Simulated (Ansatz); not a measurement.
# Static equation of state of Pnnm (COD entry) AlH3, size series (192 atoms)

The cell holds 192 atoms: 48 Al and 144 H. Its edges and angles: a = 10.811 Å, b = 14.715 Å, c = 11.562 Å, α = 90.0°, β = 90.0°, γ = 90.0°. It derives from AlH3 (Pnnm, COD entry), repeated 2×2×2. The starting structure: Pnnm (COD entry) AlH3 (cell 5.381, 7.356, 5.775, 90, 90, 90), 2 x 2 x 2 conventional cells; ideal positions.

Calculated with Ansatz 0.2.0: Kohn-Sham DFT, PBEsol, PAW (set soft_2), plane waves; cutoff 420 eV, Γ point, fermi-dirac smearing of 0.025 eV. Cell and atoms were relaxed first, to V0 = 9.5801 Å³ an atom at a residual P0 = 0.020 GPa. The cell was then scaled evenly, and the atoms were relaxed at each volume.

| volume (Å³/atom) | pressure (GPa) |
| --- | --- |
| 8.6221 | 4.895 |
| 9.0053 | ? |
| 9.2927 | 1.435 |
| 9.8675 | -1.216 |
| 10.155 | -2.247 |

**Question.** Fit the third-order Birch–Murnaghan equation to the rows given and interpolate to the withheld row.

**Working.**

Take the Eulerian strain f = ½[(V0/V)^(2/3) − 1] and the normalised pressure F = (P − P0) / [3f(1 + 2f)^(5/2)]. The third-order Birch–Murnaghan equation is then the line F = B0 + (3/2)B0(B′ − 4) f, so u = f and v = F.

```
      u = f  v = F (GPa)
  0.0363832      37.4695
  0.0102570      43.7175
-0.00975634      44.3443
 -0.0190506      43.7172
```

With n = 4: mean u = 0.00445831, mean v = 42.3122, Σ(u − ū)² = 0.0018075, Σ(u − ū)(v − v̄) = -0.20837. Slope b = -0.20837 / 0.0018075 = -115.28; intercept a = v̄ − b ū = 42.826.

So B0 = a = 42.8 GPa and B′ = 4 + 2b/(3a) = 2.21. At the withheld volume f = 0.02106, F = a + b f = 40.40 GPa, and P = P0 + 3f(1 + 2f)^(5/2) F.

Prediction at 9.0053: 2.849 GPa. The run gave 2.823 GPa, so the fit is high by 0.027 GPa (0.94 % of the value).

The series isn't one smooth equation of state: even a line fitted to all rows, the withheld one included, misses F by up to 4.9 %. B0 and B′ are then only the numbers of this fit, not moduli of the material. Among the rows given, the largest miss of the fit is at 8.6221, by 0.15 GPa (2.1 % of the range of the table).

Limits: Static cells at zero temperature; the cell shape is held. The program notes that the SCF threshold of these relaxations is loose for the stress. Only the Γ point is sampled, in a cell whose shortest periodic width is 11 Å.

[Logs are printed without paths, hosts, clocks, repeated set-up lines and the standing remarks that a program may print on its own settings, such as how far it seeks lower states.]

[Hosts, paths, dates, database ids (printed as entryN), source tags and the programs' standing remarks are cut or masked in the printed files.]
